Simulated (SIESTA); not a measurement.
Zn:

```xyz
2
Lattice="2.6700 0.0000 0.0000 -1.3350 2.3123 0.0000 0.0000 0.0000 4.9660" Properties=species:S:1:pos:R:3 pbc="T T T"
Zn    1.3350    0.7708    3.7245
Zn    0.0000    1.5415    1.2415
```

| Quantity | Value |
| --- | --- |
| Program | SIESTA 5.4.2 |
| Task | single point |
| Functional | PBE |
| Potentials or basis | PseudoDojo 0.4 standard (PBE files) |
| Basis | DZP (energy shift 0.002 Ry) |
| Grid cutoff | 800 Ry |
| Energy shift | 0.002 Ry |
| k mesh | 11 × 11 × 6 |
| Occupations | fermi-dirac, width 0.05 eV |
| Spin | no spin polarisation |

On this cell: pressure -2.7 GPa; largest force under 0.003 eV/Å; band gap on the k mesh none (metal or under the smearing width).

The same run follows on a disturbed copy (atoms moved at random, drawn with an rms of 0.05 Å):

```
Zn
1.0
     2.67000    0.00000    0.00000
    -1.33500    2.31229    0.00000
     0.00000    0.00000    4.96600
Zn
2
Direct
  0.66542 0.31974 0.74893
  0.32257 0.68013 0.25107
```

Problem. What does the disturbed cell give?

Solution. The energy (extrapolated to zero smearing) moves by +1.7 meV/atom; pressure -2.3 GPa; largest force 0.096 eV/Å; band gap on the k mesh none (metal or under the smearing width).

Forces in eV/Å, atoms in the order of the input:
```
Zn  -0.041  0.060  0.063
Zn   0.040 -0.059 -0.063
```

Stress tensor (GPa, compression positive):
```
-0.86  0.03 -0.03
 0.03 -0.76 -0.12
-0.03 -0.12 -5.15
```

Caveats: semicore shells carry a single zeta, which can move pressures by several GPa and volumes by a few percent; the valence orbitals were made in a potential fitted to the semicore shell under them, which widens gaps by tenths of an eV or more; the basis of atomic orbitals isn't converged, which shifts pressures, moduli and gaps.
